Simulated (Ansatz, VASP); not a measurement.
**One calculation of Cd, two programs**

File INCAR:

```
  PREC = Accurate
  ENCUT = 520
  EDIFF = 1E-6
  ISMEAR = -1
  SIGMA = 0.05
  LREAL = False
  LASPH = True
  NELM = 60
  ALGO = Normal
  ISIF = 2
  LWAVE = False
  LCHARG = False
  NBANDS = 19
```

KPOINTS

```
Automatic mesh
0
Gamma
  10 10 5
```

POSCAR

```
Cd
1.0
    2.9788700000      0.0000000000      0.0000000000
   -1.4894350000      2.5797770946      0.0000000000
    0.0000000000      0.0000000000      5.6176500000
Cd
2
Direct
    0.6666666667      0.3333333333      0.7500000000
    0.3333333333      0.6666666667      0.2500000000
```

File input.yaml:

```yaml
crystal:
  lattice:
    - [2.97887, 0.0, 0.0]
    - [-1.489435, 2.5797770946, 0.0]
    - [0.0, 0.0, 5.61765]
  atoms:
    - { symbol: Cd, position: [0.6666666667, 0.3333333333, 0.75] }
    - { symbol: Cd, position: [0.3333333333, 0.6666666667, 0.25] }
kpoints:
  mp_grid: { grid: [10, 10, 5] }
scf:
  occupations: { method: fermi_dirac, width: 0.05 }
hamiltonian:
  xc: lda
  pseudopotentials: { kind: all_electron, lapw: { basis_error: 0.001 } }
output:
  forces: true
  stress: true
  eigenvalues: true
```

Alike in both runs: task single point; functional LDA; k mesh 10 × 10 × 5; occupations fermi-dirac, width 0.05 eV; no spin polarisation.

|  | VASP | Ansatz |
| --- | --- | --- |
| version | VASP 6.6.1 | Ansatz 0.2.0 |
| potentials or method | VASP PAW LDA potentials, release 64 (Cd) | all-electron LAPW, scalar-relativistic |
| plane-wave cutoff (eV) | 520 | see its input |

Ansatz gave:

| Property | Result |
| --- | --- |
| gap on the k mesh at the Fermi level (eV) | none |
| pressure (GPa) | -4.4 |
| largest component of the traceless stress (GPa) | 0.46 |

**Question.** What did VASP give for the same quantities?

**Answer.** gap on the k mesh at the Fermi level (eV): none; pressure (GPa): -4.0; largest component of the traceless stress (GPa): 0.25.

A gap of «none» marks a metal or a gap that the smearing closes. Ansatz ran all-electron here, so the differences hold the error of VASP's frozen core and of both bases.
